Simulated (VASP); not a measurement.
A run of VASP 6.6.1 is set up as follows.

The input INCAR:

```
PREC = Accurate ; ENCUT = 600
EDIFF = 1E-6 ; ISMEAR = 0
SIGMA = 0.02 ; LREAL = False
LASPH = True ; NELM = 100
ALGO = Fast ; ISIF = 3
LWAVE = False ; LCHARG = False
GGA = PE ; IBRION = 2
NSW = 80 ; EDIFFG = -0.01
```

Contents of KPOINTS:

```
regular mesh
0
Gamma
  9 9 6
```

Contents of POSCAR:

```
CdSe
1.0
    4.3836306010      0.0000000000      0.0000000000
   -2.1918153005      3.7963354613      0.0000000000
    0.0000000000      0.0000000000      7.1559595158
Cd Se
2 2
Direct
    0.6666666667      0.3333333333      0.4996169616
    0.3333333333      0.6666666667     -0.0003830384
    0.6666666667      0.3333333333      0.8753830384
    0.3333333333      0.6666666667      0.3753830384
```

Potentials or basis: VASP PAW PBE potentials, release 64 (Cd, Se).

The run is started by

```bash
$ cat potpaw_PBE.64/Cd/POTCAR potpaw_PBE.64/Se/POTCAR > POTCAR
$ mpirun -np 1 vasp_std > vasp.out
```

**Question.** Estimate the band gap on the k mesh.

**Answer.** 0.53 eV, direct.

**Question.** Predict the relaxed volume.

**Answer.** 29.93 Å³/atom.

**Question.** Predict the relaxed cell.

**Answer.** a = 4.391 Å, b = 4.391 Å, c = 7.168 Å, α = 90.00°, β = 90.00°, γ = 120.00°.

Final structure:
```xyz
4
Lattice="4.3913 0.0000 0.0000 -2.1957 3.8030 0.0000 0.0000 0.0000 7.1682" Properties=species:S:1:pos:R:3 pbc="T T T"
Cd    2.1957    1.2677    3.5814
Cd    0.0000    2.5353    7.1655
Se    2.1957    1.2677    6.2748
Se    0.0000    2.5353    2.6907
```
